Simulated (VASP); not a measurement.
A run of VASP 6.6.1 is set up as follows.

INCAR

```
SYSTEM = SnSe2
  PREC = Accurate
  ENCUT = 600
  EDIFF = 1E-7
  ISMEAR = 0
  SIGMA = 0.03
  LREAL = .FALSE.
  LASPH = .TRUE.
  NELM = 80
  ALGO = Normal
  ISIF = 3
  LWAVE = .FALSE.
  LCHARG = .FALSE.
  METAGGA = R2SCAN
  LMIXTAU = .TRUE.
  LUSE_VDW = .TRUE.
  IVDW_NL = 2
  BPARAM = 11.95
  CPARAM = 0.0093
  IBRION = 2
  NSW = 90
  EDIFFG = -0.005
```

Contents of KPOINTS:

```
Automatic mesh
0
G
  9 9 5
  0 0 0
```

The input POSCAR:

```
SnSe2                                   
1.0
    3.8290857526     -0.0000000000      0.0000000000
   -1.9145428763      3.3160855392     -0.0000000000
   -0.0000000000      0.0000000000      6.2444239500
  Sn              Se            
     1     2
Direct
     0.0000000000000000    0.0000000000000000    0.0000000000000000
     0.3333333300000021    0.6666666699999979    0.2525997973202366
     0.6666666699999979    0.3333333300000021    0.7474002026797633
```

Potentials or basis: VASP PAW PBE potentials, release 64 (Sn_d, Se).

Launch:

```bash
$ cat potpaw_PBE.64/Sn_d/POTCAR potpaw_PBE.64/Se/POTCAR > POTCAR
$ mpirun -np 1 vasp_std > vasp.out
```

(1) Predict the relaxed volume.

(2) What does it give for the space group after relaxing (to 0.05 Å)?

(3) What does it give for the relaxed cell?

(4) What does it give for the band gap on the k mesh?

Answers

(1) 26.44 Å³/atom.

(2) P-3m1 (No. 164).

(3) a = 3.830 Å, b = 3.830 Å, c = 6.245 Å, α = 90.00°, β = 90.00°, γ = 120.00°.

(4) 0.94 eV, indirect (least direct gap 1.49 eV).

Caveat: the PAW data sets were made with another functional, which shifts forces and pressure a little; spin-orbit coupling is left out, which moves the levels of the heavy elements; an odd mesh through Γ misses points on the zone boundary, where band edges often lie.
